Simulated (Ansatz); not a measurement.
# Cu2O: the cost of one run

Program: Ansatz 0.2.0. Level of theory: DFT PBE, scalar-relativistic, plane waves, PAW. These are calculated values, not measurements.

The COD entry's cell or inner coordinates are ideal or old and differ from later refinements, so a difference from it is no clean test against experiment.

### 1 Starting point

It takes space group Pn-3m (No. 224, cubic). Conventional cell: a = 4.260 Å, b = 4.260 Å, c = 4.260 Å, α = 90.00°, β = 90.00°, γ = 90.00°. Cu (site symmetry -3m) is surrounded by 2 O at 1.84 Å. O (site symmetry -43m) has 4 Cu at 1.84 Å as nearest neighbours.

As a file:

```cif
data_structure
_symmetry_space_group_name_H-M 'P 1'
_symmetry_Int_Tables_number 1
_cell_length_a 4.2600
_cell_length_b 4.2600
_cell_length_c 4.2600
_cell_angle_alpha 90.000
_cell_angle_beta 90.000
_cell_angle_gamma 90.000
_cell_volume 77.31
loop_
_atom_site_label
_atom_site_type_symbol
_atom_site_fract_x
_atom_site_fract_y
_atom_site_fract_z
_atom_site_occupancy
Cu1 Cu 0.25000 0.25000 0.25000 1
Cu2 Cu 0.25000 0.75000 0.75000 1
Cu3 Cu 0.75000 0.75000 0.25000 1
Cu4 Cu 0.75000 0.25000 0.75000 1
O1 O 0.00000 0.00000 0.00000 1
O2 O 0.50000 0.50000 0.50000 1
```

The structure rests on an entry of the Crystallography Open Database; cell or positions may have been set otherwise for this series.

### 2 Phonons: Cu2O, no spin

input.yaml

```yaml
crystal:
  lattice:
    - [4.26, 0.0, 0.0]
    - [0.0, 4.26, 0.0]
    - [0.0, 0.0, 4.26]
  atoms:
    - { symbol: Cu, position: [0.25, 0.25, 0.25] }
    - { symbol: Cu, position: [0.25, 0.75, 0.75] }
    - { symbol: Cu, position: [0.75, 0.75, 0.25] }
    - { symbol: Cu, position: [0.75, 0.25, 0.75] }
    - { symbol: O, position: [0.0, 0.0, 0.0] }
    - { symbol: O, position: [0.5, 0.5, 0.5] }
scf:
  occupations: { method: fixed }
output: {}
hamiltonian:
  xc: pbe
  pseudopotentials: { kind: paw, azcp: { folder: soft_1 } }
kpoints:
  mp_grid: { grid: [8, 8, 8] }
phonons:
  method: dfpt
  dielectric: true
  rigid_motions: translations
  eigenvectors: true
```

Command:

```bash
> ansatz run input.yaml --threads 4 --pin off --max-ram 8192MiB --backend cpu --events-out ev --progress --plain --runs-dir out
```

Q: Estimate wall time and peak memory on 4 threads of AMD EPYC 9R14 (Zen 4), shared host.

About 82 s, with a peak of 2.4 GiB.
